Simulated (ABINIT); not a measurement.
**Ta: band structure with BLYP**

Crystal: Ta.

```
Ta
1.0
    -1.65128    1.65128    1.65128
     1.65128   -1.65128    1.65128
     1.65128    1.65128   -1.65128
Ta
1
Direct
  0.00000 0.00000 0.00000
```

* Program: ABINIT 10.8.3 (patched build)
* Task: band structure
* Functional: BLYP
* Potentials or basis: JTH PAW PBE v2.0
* Cutoff: 626 eV
* k mesh: 11 × 11 × 11
* Occupations: fermi-dirac, width 0.05 eV
* Spin: no spin polarisation
* Fine-grid cutoff: 1224.51 eV

```json
{"Pressure": "8.5 GPa", "Band gap on the k mesh": "none (metal or under the smearing width)", "Valence electrons inside the program's atomic spheres": "Ta 10.70 (radii [1.2805] Å)"}
```

Levels at the corners of the path, in eV from the Fermi level:
| point | band 4 | band 5 | band 6 | band 7 | band 8 | band 9 |
| --- | --- | --- | --- | --- | --- | --- |
| Γ | -33.15 | -7.78 | 0.63 | 0.63 | 0.63 | 3.91 |
| H | -33.97 | -3.77 | -3.77 | 6.68 | 6.68 | 6.68 |
| N | -33.16 | -4.34 | -1.60 | 1.80 | 3.77 | 4.77 |
| Γ | -33.15 | -7.78 | 0.63 | 0.63 | 0.63 | 3.91 |
| P | -33.74 | -1.20 | -1.20 | -1.20 | 4.94 | 4.94 |
| H | -33.97 | -3.77 | -3.77 | 6.68 | 6.68 | 6.68 |

Wall time 20 s on 1 thread of Arm Neoverse V1, on a shared host, peak memory 0.11 GiB.

Caveat: the PAW data sets were made with another functional, which shifts forces and pressure a little; spin-orbit coupling is left out, which moves the levels of the heavy elements.
